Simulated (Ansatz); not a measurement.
An Ansatz input and the part of its output that reports the observables at the nuclei.

The cell is a Materials Project structure (computed, not necessarily an observed phase), atoms as given; its layers are parted by 13 Å of empty space, so it stands for a thin sheet, not for a bulk crystal.

```yaml
crystal:
  lattice:
    - [3.5613831954, 0.0, 0.0]
    - [-1.7806915977, 3.0842483198, 0.0]
    - [0.0, 0.0, 38.99026814]
  atoms:
    - { symbol: Te, position: [0.3333333333, 0.6666666667, 0.85991908] }
    - { symbol: Te, position: [0.3333333333, 0.6666666667, 0.23636933] }
    - { symbol: Te, position: [0.6666666667, 0.3333333333, 0.67177683] }
    - { symbol: Te, position: [0.6666666667, 0.3333333333, 0.04818191] }
    - { symbol: Te, position: [0.6666666667, 0.3333333333, 0.76363067] }
    - { symbol: Te, position: [0.6666666667, 0.3333333333, 0.14008092] }
    - { symbol: Te, position: [0.3333333333, 0.6666666667, 0.95181809] }
    - { symbol: Te, position: [0.3333333333, 0.6666666667, 0.32822317] }
    - { symbol: Mo, position: [0.3333333333, 0.6666666667, 0.717662] }
    - { symbol: Mo, position: [0.3333333333, 0.6666666667, 0.09414116] }
    - { symbol: Mo, position: [0.6666666667, 0.3333333333, 0.90585884] }
    - { symbol: Mo, position: [0.6666666667, 0.3333333333, 0.282338] }
kpoints:
  mp_grid: { grid: [10, 10, 1] }
scf:
  occupations: { method: fermi_dirac, width: 0.05 }
hamiltonian:
  xc: pbe
  pseudopotentials: { kind: paw, frozen_core: stored }
output:
  forces: true
  stress: true
  populations: true
  efg: { quadrupole_moments_barn: { Mo: -0.022 } }
  write_density: true
  write_potential: true
  elf: true
  volumetric_format: npy
```

```sh
ansatz run input.yaml --threads 1 --pin off --max-ram 3072MiB --backend cpu --events-out ev --progress --plain --runs-dir out
```

Of the output, the block on the nuclei alone is shown; the set-up, the SCF iterations, energies, forces and stress are cut. One atom of each set with nearly equal values is shown.

```
--- PAW observables at the nuclei: V_zz in 10²¹ V/m², potentials from the cell's mean, atoms counted from 1 ---
  atom   1  Te V_zz =   -18.685846   η = 0.0000   by run symmetry: allowed
            electrostatic potential = -8645.986558 V   contact ρ = none
  atom   2  Te V_zz =   -18.627991   η = 0.0000   by run symmetry: allowed
            electrostatic potential = -8645.990318 V   contact ρ = none
  atom   3  Te V_zz =   -19.981980   η = 0.0000   by run symmetry: allowed
            electrostatic potential = -8645.999479 V   contact ρ = none
  atom   4  Te V_zz =   -18.665724   η = 0.0000   by run symmetry: allowed
            electrostatic potential = -8645.986608 V   contact ρ = none
  atom   9  Mo V_zz =    -7.443162   η = 0.0000   by run symmetry: allowed   C_q = +3.9594 MHz
            electrostatic potential = -6348.345344 V   contact ρ = none
  atom  10  Mo V_zz =    -7.436905   η = 0.0000   by run symmetry: allowed   C_q = +3.9561 MHz
            electrostatic potential = -6348.342157 V   contact ρ = none
```

The run took 35 s of wall time (35 s of CPU time) and 1 GiB at its peak, on 1 thread of AMD EPYC 9R14 (Zen 4) (x86_64; 16 cores open to the job, memory cap 3.0 GiB, no GPU), a shared host with a load of 0.3 a core.

Without spin–orbit coupling the gradients at and beside Te can be off by some per cent, at some sites by more.
